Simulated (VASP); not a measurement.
The system is Te.

```
Te
1.0
     4.60135    0.00000    0.00000
    -2.30068    3.98489    0.00000
     0.00000    0.00000    5.90006
Te
3
Direct
  0.25670 0.00000 0.33333
  0.00000 0.25670 0.66667
  0.74330 0.74330 0.00000
```

```yaml
Program: VASP 6.6.1
Task: relaxation of cell and atoms
Functional: PBEsol
Potentials_or_basis: VASP PAW PBE potentials, release 64 (Te)
Cutoff: 300 eV
k_mesh: 9 × 9 × 6
Occupations: gaussian, width 0.1 eV
Spin: no spin polarisation
```

At the start: pressure -1.6 GPa; volume 36.06 Å³/atom.

Problem. How do energy, volume and symmetry change on relaxing?

Solution. Over 15 steps the energy falls by 38.4 meV/atom and the volume is 32.01 Å³/atom (-11.2 %); space group P3_121 (No. 152, to 0.05 Å).

Step by step:
```tsv
step	energy change (eV)	largest force (eV/Å)	pressure (GPa)	volume (Å³)
1	0.0000	0.1674	-1.56	108.18
2	-0.0284	0.4477	0.49	102.78
3	-0.0285	0.4344	0.39	103.02
4	-0.0595	0.3541	0.42	101.02
5	-0.1047	0.1646	1.22	95.10
6	-0.0968	0.1118	-1.72	99.34
7	-0.1142	0.0361	-0.11	96.86
8	-0.1142	0.0385	-0.08	96.83
9	-0.1146	0.0313	-0.06	96.64
10	-0.1152	0.0103	0.03	96.10
11	-0.1153	0.0065	0.03	95.99
12	-0.1152	0.0046	0.04	95.94
13	-0.1152	0.0055	0.05	95.97
14	-0.1152	0.0117	-0.12	96.19
15	-0.1153	0.0010	0.01	96.03
```

Final structure:
```cif
data_structure
_symmetry_space_group_name_H-M 'P 1'
_symmetry_Int_Tables_number 1
_cell_length_a 4.3109
_cell_length_b 4.3109
_cell_length_c 5.9666
_cell_angle_alpha 90.000
_cell_angle_beta 90.000
_cell_angle_gamma 120.000
_cell_volume 96.03
loop_
_atom_site_label
_atom_site_type_symbol
_atom_site_fract_x
_atom_site_fract_y
_atom_site_fract_z
_atom_site_occupancy
Te1 Te 0.28477 0.00000 0.33333 1
Te2 Te 0.00000 0.28477 0.66667 1
Te3 Te 0.71523 0.71523 0.00000 1
```

Caveat: the PAW data sets were made with another functional, which shifts forces and pressure a little.
